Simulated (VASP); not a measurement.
Write the native input for VASP 6.6.1 that does the following.

* Task: relaxation of cell and atoms
* Functional: PBE
* Potentials or basis: VASP PAW PBE potentials, release 64 (Al, N)
* Cutoff: 520 eV
* k mesh: 12 × 12 × 6
* Occupations: gaussian, width 0.02 eV
* Spin: no spin polarisation
* Further INCAR settings: ALGO = Normal; EDIFF = 1e-07; IBRION = 2; EDIFFG = -0.002; NSW = 80; ISIF = 3

The structure of AlN lies in POSCAR:

```
AlN                                     
1.0
    3.1285726999     -0.0000000000     -0.0000000000
   -1.5642863500      2.7094234337      0.0000000000
   -0.0000000000      0.0000000000      5.0164566731
  Al              N             
     2     2
Direct
     0.3333333300000021    0.6666666699999979    0.9992574421912589
     0.6666666699999979    0.3333333300000021    0.4992574421912588
     0.3333333300000021    0.6666666699999979    0.3807425578087438
     0.6666666699999979    0.3333333300000021    0.8807425578087437
```

These files were run (other wordings do the same):

INCAR

```
SYSTEM = AlN
PREC = Accurate
ENCUT = 520
EDIFF = 1E-7
ISMEAR = 0
SIGMA = 0.02
LREAL = .False.
LASPH = .True.
NELM = 60
ALGO = Normal
ISIF = 3
LWAVE = .False.
LCHARG = .False.
GGA = PE
IBRION = 2
NSW = 80
EDIFFG = -0.002
KPAR = 4
```

KPOINTS

```
Automatic mesh
0
Gamma
  12 12 6
  0 0 0
```

Potentials or basis: VASP PAW PBE potentials, release 64 (Al, N).

Run with:

```console
$ cat potpaw_PBE.64/Al/POTCAR potpaw_PBE.64/N/POTCAR > POTCAR
$ mpirun -np 4 vasp_std > vasp.out
```

Results of the run:

* Pressure after relaxing: 0.0 GPa
* Band gap on the k mesh: 4.06 eV, direct

Caveat: the relaxation stopped at its first step, so nothing moved.

It took 10 s on 4 MPI ranks on Intel(R) Xeon(R) Platinum 8259CL CPU @ 2.50GHz (Skylake/Cascade Lake), with other jobs on the host, peak memory 0.16 GiB a rank.
